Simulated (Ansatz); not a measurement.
# Sn: equation of state with r2SCAN

Sn:

```
CELL_PARAMETERS angstrom
-1.89465 1.89465 1.89465
1.89465 -1.89465 1.89465
1.89465 1.89465 -1.89465
ATOMIC_POSITIONS crystal
Sn 0.00000 0.00000 0.00000
```

This isn't the form of Sn at room conditions, which is tetragonal (white tin).

```yaml
Program: Ansatz 0.2.0
Task: equation of state
Functional: r2SCAN
Potentials_or_basis: Ansatz PAW
Cutoff: 500 eV
Density_cutoff: 2000 eV
k_mesh: 10 × 10 × 10
Occupations: fermi-dirac, width 0.05 eV
Spin: no spin polarisation
```

```yaml
Equilibrium_volume: 26.77 Å³/atom
Bulk_modulus: 49 GPa
Pressure_derivative_of_the_bulk_modulus: 4.9
```

Energy against volume, from the lowest point:
```csv
volume (Å³/atom),energy (meV/atom)
25.573,8.96
26.117,2.51
26.661,0.00
27.205,0.97
27.749,5.04
28.293,11.85
28.837,21.11
```

All runs of the series together: 52 s on 2 threads of Intel(R) Xeon(R) Processor @ 2.50GHz (Skylake/Cascade Lake) (shared host).

Caveat: the PAW data sets were made with another functional, which shifts forces and pressure a little.
